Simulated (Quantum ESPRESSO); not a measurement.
AgBr: zone-centre phonons and dielectric response under several settings

```
Ag Br
1.0
     0.00000    2.87015    2.87015
     2.87015    0.00000    2.87015
     2.87015    2.87015    0.00000
Ag Br
1 1
Cartesian
  0.0000 0.0000 0.0000
  2.8702 2.8702 2.8702
```

All runs used Quantum ESPRESSO 7.5; k mesh 8 × 8 × 8, shifted; relaxed cell; no spin polarisation; occupations smeared at first, fixed for the response.

```tsv
level	potentials	cutoff (eV)	volume (Å³/atom)	pressure (GPa)	lowest optical mode without the field (cm⁻¹)	highest mode with the field (cm⁻¹)	ε∞ (mean)	ε0 (mean)	Born charge of atom 1 (e)	sum of the Born charges (e)
PBEsol	GBRV 1.5 PBEsol	612	22.74	-0.1	90	127	6.53	13.2	1.51	0.01
PBE	JTH 2.0 PBE	490	?	0.0	?	?	?	?	?	?
```

**Question.** What stands in the row left open?

**Answer.** Volume 24.98 Å³/atom; lowest optical mode without the field 68 cm⁻¹; highest mode with the field 115 cm⁻¹; ε∞ 5.86; ε0 16.8; Born charge of atom 1 1.54 e; sum of the Born charges 0.00 e.

Caveats: the cutoff is low for these files, which shifts pressure and relaxed volume (some runs).

For the row left open. Caveat: the cutoff is low for these files, which shifts pressure and relaxed volume.

The runs don't all hold the same shells in valence.
